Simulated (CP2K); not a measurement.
The system is Sc.

```
Sc
1.0
     3.20196    0.00000    0.00000
     1.50211    2.84414    0.00000
     1.54899    0.92645    2.67418
Sc
1
Direct
  0.00000 0.00000 0.00000
```

This isn't the form of Sc at room conditions, which is hcp.

Base run:

```yaml
Program: CP2K 2026.2
Functional: PBE
Potentials_or_basis: POTENTIAL_UZH Sc GTH-SCAN-q11; DZVP-MOLOPT-SR-GTH basis
Density_cutoff: 6123 eV
k_mesh: 10 × 10 × 10
Occupations: fermi-dirac, width 0.05 eV
Spin: no spin polarisation
```

Its results: band gap on the k mesh none (metal or under the smearing width); pressure 0.2 GPa.

Question: The run is repeated on the same cell with these changes: potentials or basis from POTENTIAL_UZH Sc GTH-SCAN-q11; DZVP-MOLOPT-SR-GTH basis to GTH_POTENTIALS Sc GTH-BLYP-q11; DZVP-MOLOPT-SR-GTH basis; potentials from Sc GTH-SCAN-q11 of POTENTIAL_UZH to Sc GTH-BLYP-q11 of GTH_POTENTIALS. What comes out?

Answer: Band gap on the k mesh none (metal or under the smearing width); pressure 1.1 GPa.

Caveats: the potentials were made for another functional, which shifts forces and pressure; the basis of atomic orbitals isn't converged, which shifts pressures, moduli and gaps.
